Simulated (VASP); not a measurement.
Mg:

```
Mg
1.0
    -1.83599    1.83599    1.67940
     1.83599   -1.83599    1.67940
     1.83599    1.83599   -1.67940
Mg
1
Direct
  0.00000 0.00000 0.00000
```

This isn't the form of Mg at room conditions, which is hcp.

| Property | Result |
| --- | --- |
| Program | VASP 6.6.1 |
| Task | relaxation of cell and atoms |
| Functional | vdW-DF-cx |
| Potentials or basis | VASP PAW PBE potentials, release 64 (Mg) |
| Cutoff | 600 eV |
| k mesh | 11 × 11 × 11 |
| Occupations | fermi-dirac, width 0.05 eV |
| Spin | no spin polarisation |

At the start: pressure 0.4 GPa; volume 22.64 Å³/atom.

Problem. How do energy, volume and symmetry change on relaxing?

Solution. Over 11 steps the energy falls by 3.4 meV/atom and the volume is 22.71 Å³/atom (+0.3 %); space group Im-3m (No. 229, to 0.05 Å).

Step by step:
```csv
step,energy change (eV),largest force (eV/Å),pressure (GPa),volume (Å³)
1,0.0000,0.0000,0.35,22.64
2,-0.0003,0.0000,0.08,22.81
3,-0.0004,0.0000,-0.10,22.92
4,-0.0005,0.0000,-0.12,22.92
5,-0.0011,0.0000,-0.18,22.92
6,-0.0022,0.0000,-0.27,22.93
7,-0.0032,0.0000,-0.32,22.92
8,-0.0034,0.0000,-0.01,22.72
9,-0.0034,0.0000,-0.06,22.75
10,-0.0034,0.0000,-0.04,22.74
11,-0.0034,0.0000,0.01,22.71
```

Final structure:
```xyz
1
Lattice="-1.7833 1.7833 1.7852 1.7833 -1.7833 1.7852 1.7833 1.7833 -1.7852" Properties=species:S:1:pos:R:3 pbc="T T T"
Mg    0.0000    0.0000    0.0000
```

Caveat: the PAW data sets were made with another functional, which shifts forces and pressure a little.
